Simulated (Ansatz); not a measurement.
PbS: one input, then a changed one

The cell is COD entry 9000001, as deposited and not checked against the literature; nothing was relaxed.

First run: DFT, PBE, all-electron LAPW, Dirac equation with spin-orbit coupling (Ansatz 0.2.0).

Command: `ansatz run input.yaml --threads 1 --pin off --max-ram 2048MiB --backend cpu --events-out ev --progress --plain --runs-dir out` The run took about 81 s on 1 thread of a shared machine.

```yaml
crystal:
  lattice:
    - [0.0, 2.965, 2.965]
    - [2.965, 0.0, 2.965]
    - [2.965, 2.965, 0.0]
  atoms:
    - { symbol: Pb, position: [0.0, 0.0, 0.0] }
    - { symbol: S, position: [0.5, 0.5, 0.5] }
kpoints:
  mp_grid: { grid: [8, 8, 8] }
  band_path:
    path:
      - [0.0, 0.0, 0.0]
      - [0.5, 0.0, 0.5]
      - [0.625, 0.25, 0.625]
      - [0.375, 0.375, 0.75]
      - [0.0, 0.0, 0.0]
      - [0.5, 0.5, 0.5]
      - [0.5, 0.25, 0.75]
      - [0.5, 0.0, 0.5]
    npoints: 5
scf:
  occupations: { method: fermi_dirac, width: 0.01 }
hamiltonian:
  xc: pbe
  pseudopotentials: { kind: all_electron, lapw: { basis_error: 0.0005 } }
output:
  forces: true
  stress: true
  eigenvalues: true
magnetization:
  noncollinear: true
  spin_orbit: true
```

Result: converged; pressure 1.77 GPa; gap on the k mesh 0.09 eV; 7 SCF iterations.

The input is then changed:

```diff
@@ -8,5 +8,5 @@
     - { symbol: S, position: [0.5, 0.5, 0.5] }
 kpoints:
-  mp_grid: { grid: [8, 8, 8] }
+  mp_grid: { grid: [8, 8, 8], shift: [0.5, 0.5, 0.5] }
   band_path:
     path:
@@ -22,4 +22,5 @@
 scf:
   occupations: { method: fermi_dirac, width: 0.01 }
+  n_extra_bands: 1
 hamiltonian:
   xc: pbe
@@ -32,3 +33,4 @@
   noncollinear: true
   spin_orbit: true
+accuracy: high
```

What does the second run give?

It converged; energy at zero smearing +0.1 meV/atom from the first run; pressure 1.90 GPa; gap on the k mesh 0.61 eV (the mesh can miss the band edges); 7 SCF iterations.
